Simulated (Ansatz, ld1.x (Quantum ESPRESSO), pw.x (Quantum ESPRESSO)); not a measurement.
platinum (Pt): one change to the TM potential, in the atom and in the diamond crystal

ld1.x (Quantum ESPRESSO) 7.5 input, shortened:

```
&input
   title='Pt', zed=78., rel=1, dft='PBE', iswitch=3,
   config='[Xe] 4f14 5d9 6s0.5 6p0'
 /
 &inputp
   pseudotype=2, tm=.true., lloc=1,
   nlcc=.true., new_core_ps=.true., rcore=1.30
 /
3
6S  1  0   0.50   0.00  2.55  2.55  0.0
5D  3  2   9.00   0.00  1.85  1.85  0.0
6P  2  1   0.00   0.00  3.25  3.25  0.0
 &test
   configts(1)='5d9 6s0.5 6p0'
 /
```

Change: type PAW; waves now 6s (bound): rcut 2.20, rcutus 2.55 bohr; 6s channel at 0.05 Ry: rcut 2.20, rcutus 2.55 bohr; 6p (bound): rcut 2.85, rcutus 3.25 bohr; 6p channel at 1.2 Ry: rcut 2.85, rcutus 3.25 bohr; 5d (bound): rcut 1.60, rcutus 1.85 bohr; 5d channel at 4 Ry: rcut 1.60, rcutus 1.85 bohr; local potential all-electron potential smoothed inside 2.20 bohr (lloc = -1); augmentation PSQ, inside the norm-conserving radii.

Cutoffs, loose and tight: the cutoffs (Ry, on a coarse ladder) from which the occupation-weighted sum of valence levels, in a spherical-Bessel basis at the reference potential, stays within 10 and 1 mRy of its value at 400 Ry. They do not see the model core or the augmentation charge, which bear on the density cutoff. Test errors are all-electron minus pseudo excitation energies from the reference, over the configurations 5d9 6s1 6p0; 5d9 6s0 6p0; 5d8 6s0 6p0; 5d10 6s0 6p0; 5d9 6s0 6p1; 5d9.5 6s0.5 6p0; 5d7 6s0 6p0; variants that change the core or the reference have their own tests.

Crystal test: diamond Pt in pw.x 7.5, no spin, 8³ k-points, Fermi–Dirac smearing 0.01 Ry, cutoffs set for each file from its atomic test. The reference is all-electron LAPW (Ansatz 0.2.0) with the same functional, mesh and smearing; V0 and B0 come from Birch–Murnaghan fits to the pressures at five volumes. Errors are pseudo minus all-electron; Δ is the rms difference of the E(V) curves that follow from these fits, minima aligned, over ±6 % about the mean V0. Mesh and smearing are coarse, so the numbers serve the comparison and aren't converged zero-temperature values; the lattice is a test structure that the element need not adopt.

All-electron: a0 = 5.784 Å (V0 = 24.18 Å³/atom), B0 = 111.9 GPa.

**Question.** Does the change bring the crystal closer to the all-electron result?

**Answer.** The mean pressure error goes from +15.17 to +0.24 GPa, so the change moves the solid closer to the all-electron pressures. At 80 % of its cutoff the pressure of the changed file moves by -0.71 GPa.

```tsv
quantity	base	changed
outcome (atom)	generated	generated
cutoff, loose (atom)	40 Ry	35 Ry
cutoff, tight (atom)	50 Ry	50 Ry
bound ghosts (atom)	none	none
largest test error (meV) (atom)	-150 over the solved tests; 1 of 7 tests not solved or not reliable	-224
cutoffs in pw.x (Ry)	60/240	60/480
a0 (Å)	–	5.787
a0 error (%)	–	+0.07
B0 error (%)	–	+0.6
Δ (meV/atom)	–	1.3
mean pressure error (GPa)	+15.17	+0.24
```

A dash: not determined, or the minimum lies outside the volumes sampled.

Base: The largest radius (3.25 bohr) exceeds half the bond length (2.37 bohr), so the spheres overlap, which is one possible source of error among others. This is a poor potential for the solid. Atomic configuration tests: 1 of 7 tests not solved or not reliable. Changed file: The largest radius (3.25 bohr) exceeds half the bond length (2.37 bohr), so the spheres overlap, which is one possible source of error among others. The atomic cutoffs weigh occupied waves only.
